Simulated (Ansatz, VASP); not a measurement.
## Si in VASP and in Ansatz

File INCAR:

```
SYSTEM = Si
  PREC = Accurate
  ENCUT = 520
  EDIFF = 1E-7
  ISMEAR = -1
  SIGMA = 0.08
  LREAL = .False.
  LASPH = .True.
  NELM = 80
  ALGO = Normal
  ISIF = 2
  LWAVE = .False.
  LCHARG = .False.
  GGA = CA
  NBANDS = 11
```

The input KPOINTS:

```
regular mesh
0
Gamma
  12 12 12
  0 0 0
```

Contents of POSCAR:

```
Si
1.0
    0.0000000000      2.7154700000      2.7426247000
    2.7154700000      0.0000000000      2.7426247000
    2.7154700000      2.7154700000      0.0000000000
Si
2
Direct
    0.5000000000      0.5000000000      0.5000000000
    0.7500000000      0.7500000000      0.7500000000
```

Input for Ansatz:

```yaml
crystal:
  lattice:
    - [0.0, 2.71547, 2.7426247]
    - [2.71547, 0.0, 2.7426247]
    - [2.71547, 2.71547, 0.0]
  atoms:
    - { symbol: Si, position: [0.5, 0.5, 0.5] }
    - { symbol: Si, position: [0.75, 0.75, 0.75] }
kpoints:
  mp_grid: { grid: [12, 12, 12] }
  band_path:
    path:
      - [0.0, 0.0, 0.0]
      - [0.0, 0.5, 0.5]
      - [0.25, 0.75, 0.5]
      - [0.0, 0.5, 0.0]
      - [0.0, 0.0, 0.0]
      - [0.5, 0.5, 0.0]
      - [0.3725370062, 0.6274629938, 0.0]
      - [-0.3725370062, 0.3725370062, 0.0]
      - [0.0, 0.0, 0.0]
    npoints: 5
scf:
  occupations: { method: fermi_dirac, width: 0.08 }
hamiltonian:
  xc: lda
  pseudopotentials: { kind: all_electron, lapw: { basis_error: 0.00025 } }
output:
  forces: true
  stress: true
  eigenvalues: true
```

Change from the starting cell: zz strain of +1 %.

Alike in both runs: task single point; functional LDA; k mesh 12 × 12 × 12; occupations fermi-dirac, width 0.08 eV; no spin polarisation.

|  | VASP | Ansatz |
| --- | --- | --- |
| version | VASP 6.6.1 | Ansatz 0.2.0 |
| potentials or method | VASP PAW LDA potentials, release 64 (Si) | all-electron LAPW, scalar-relativistic |
| plane-wave cutoff (eV) | 520 | see its input |

```tsv
	VASP	Ansatz	Ansatz less VASP
pressure (GPa)	-2.3	-2.4	-0.09
largest component of the traceless stress (GPa)	0.64	0.65	+0.001
```

Ansatz ran all-electron here, so the differences hold the error of VASP's frozen core and of both bases.
